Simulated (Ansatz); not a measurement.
input.yaml (Ansatz)

```yaml
crystal:
  lattice:
    - [0.0, 2.835188153, 2.835188153]
    - [2.835188153, 0.0, 2.835188153]
    - [2.835188153, 2.835188153, 0.0]
  atoms:
    - { symbol: Re, position: [0.125, 0.125, 0.125] }
    - { symbol: Re, position: [0.875, 0.875, 0.875] }
hamiltonian:
  xc: revpbe
  pseudopotentials:
    kind: paw
    azcp:
      Re: "pseudopotentials/Re.paw.azcp"
basis:
  ecutwfc: 420
  fft_grid_basis: typed
kpoints:
  mp_grid: { grid: [11, 11, 11], shift: [0, 0, 0] }
magnetization:
  spin_polarized: false
scf:
  occupations: { method: fermi_dirac, width: 0.1 }
  lower_state_search: "off"
output:
  stress: true
  write_density: true
  write_potential: true
  elf: true
  volumetric_format: npy
```

Output

```
Engine: ansatz 0.2.0, x86_64-unknown-linux-gnu
Pseudopotentials: kind: paw
Pseudopotential: Re, paw, valence charge 15, recommended cutoff 420 eV (normal) 
Functional definition: revPBE
  parameter kappa = 1.245
  parameter beta = 0.06672455060314922
  exchange = pbe_x(kappa = kappa, mu = beta*pi^2/3)
  correlation = pbe_c(beta = beta)
Crystal: 2 atoms, lattice volume = 45.580 Å³
Basis set: ecut = 420 eV, 893 PW (Γ)
Bands: 19, of which v1, the nominal top of the filled ones, is band 15 counted from 1 (14 counted from 0)
Symmetry: 48 space group operations
Space group: Fd-3m (ITA 227), of the structure as read, at distance tolerance 3.6e-5 Å
k-points: 56 of 1331
Non-local potential: Re, projectors of the file, l = 0: 3, l = 1: 2, l = 2: 2, l = 3: 1
PAW form: soft (Blöchl's): semilocal exchange-correlation on the pseudo side does not see the compensation charge
PAW frozen core: Re, regenerated for the run's functional, and the local potential with it (the file was generated under x = pbe(κ = 0.804, μ = 0.2195149727645171), c = pbe(β = 0.06672455060314922))
PAW one-centre angular grid: Re, 590 points (default); XC on 64 Gauss nodes
Initial density: superposition of atomic densities (neutral atoms: chi_scale 0, normalization atom), corrected by the library's trained network
Initial wavefunctions: pseudopotential atomic-orbital guess
Functional: x = revpbe(κ = 1.245, μ = 0.2195149727645171), c = pbe(β = 0.06672455060314922)
SCF iter   1: F=—  HF=-21751.451648 eV  |F-HF|=—  |Δ(HF+E_count)|=         —  Δρ=5.06e-3  dr2=5.08e-3  ethr=1.77e-3  ⟨swp⟩=5.0  Hψ=4438  notcnv=0
SCF iter   2: F=—  HF=-21751.453070 eV  |F-HF|=—  |Δ(HF+E_count)|=   1.42e-3  Δρ=3.11e-3  dr2=2.11e-3  ethr=1.69e-5  ⟨swp⟩=2.0  Hψ=1695  notcnv=0
SCF iter   3: F=—  HF=-21751.453955 eV  |F-HF|=—  |Δ(HF+E_count)|=   8.86e-4  Δρ=4.93e-4  dr2=1.52e-4  ethr=7.02e-6  ⟨swp⟩=2.3  Hψ=1390  notcnv=0
SCF iter   4: F=—  HF=-21751.454025 eV  |F-HF|=—  |Δ(HF+E_count)|=   6.99e-5  Δρ=1.80e-4  dr2=2.67e-5  ethr=5.06e-7  ⟨swp⟩=2.1  Hψ=1402  notcnv=0
SCF iter   5: F=—  HF=-21751.454038 eV  |F-HF|=—  |Δ(HF+E_count)|=   1.30e-5  Δρ=4.88e-5  dr2=7.82e-7  ethr=8.92e-8  ⟨swp⟩=2.0  Hψ=1459  notcnv=0
SCF iter   6: F=-21751.454039 eV  HF=-21751.454039 eV  |F-HF|=1.83e-8  |Δ(HF+E_count)|=   6.69e-7  Δρ=8.45e-6  dr2=2.57e-8  ethr=3.33e-10  ⟨swp⟩=8.9  Hψ=7075  notcnv=0
SCF 1 converged in 6 iterations: F = -21751.454039 eV  dr2 = 2.57e-8
SCF converged after 6 iterations
Free energy (F): -21751.454039 eV
Harris-Foulkes:  -21751.454039 eV  (|F-HF|=1.83e-8)
Internal energy: -21751.411071 eV  (E = F + TS)
E sigma→0 (E₀):  -21751.432555 eV
Entropy (-TS):   -0.042967 eV (-21.484 meV/atom)
Fermi energy:    13.831242 eV
--- Per-component energies (eV) ---
  E_band       = -432.465916
  E_kinetic    = 1075.231200
  E_local      = -2700.786944  (includes V_loc(G=0)·N_el)
  E_nonlocal   = 103.819253
  E_hartree    = 989.363837
  E_xc         = -803.199708
  E_vxc        = -600.533815  (∫ρ·V_xc dr)
  E_paw        = -17337.921698  (= ΣΔE_a)
  E_vpaw       = -288.929356  (= ΣTr[D̂ρ^β])
  E_aug_tail   = -0.000161  (compensation charges beyond the density's cutoff)
  E_ewald      = -3077.890255
  E_core_change = -0.026596  (= ΣΔE_core)
  E_smearing   = -0.042967  (= −TS)
  E_closure    = -0.000000  (closes the sum)
  Σ components = -21751.454039   (vs F -21751.454039, Δ=0.00e0)
--- Stress (GPa, compression-positive) ---
       -0.037540       0.000000      -0.000000
       -0.000000      -0.037540       0.000000
        0.000000       0.000000      -0.037540
  P = ⅓ Tr σ = -0.0375 GPa (-0.375 kbar)
--- Band table (eV; the first three rows and the last of 56) ---
  k-point 0: bands = ["-65.6752", "-65.3628", "-27.9242", "-27.9242", "-27.9242", "-27.0198", "-27.0198", "-27.0198", "7.0692", "10.8920", "10.8920", "11.6069", "11.6069", "11.6069", "14.4725", "14.4725", "14.4725", "17.8614", "17.8614"]
  k-point 1: bands = ["-65.6705", "-65.3676", "-27.9327", "-27.9327", "-27.9225", "-27.0224", "-27.0109", "-27.0109", "7.2184", "10.8092", "10.8092", "11.5837", "11.7532", "11.7532", "14.2657", "14.4483", "14.4483", "17.8417", "17.8417"]
  k-point 2: bands = ["-65.6572", "-65.3812", "-27.9546", "-27.9546", "-27.9177", "-27.0292", "-26.9876", "-26.9876", "7.6459", "10.7115", "10.7115", "11.5268", "11.9797", "11.9797", "13.7606", "14.4475", "14.4475", "17.7693", "17.7693"]
  k-point 55: bands = ["-65.5346", "-65.5055", "-28.1287", "-28.1066", "-27.5410", "-27.4145", "-26.8279", "-26.8073", "10.0094", "10.1435", "11.1266", "11.3238", "12.4681", "13.1474", "13.1676", "13.3192", "17.0684", "17.4095", "17.7557"]
```
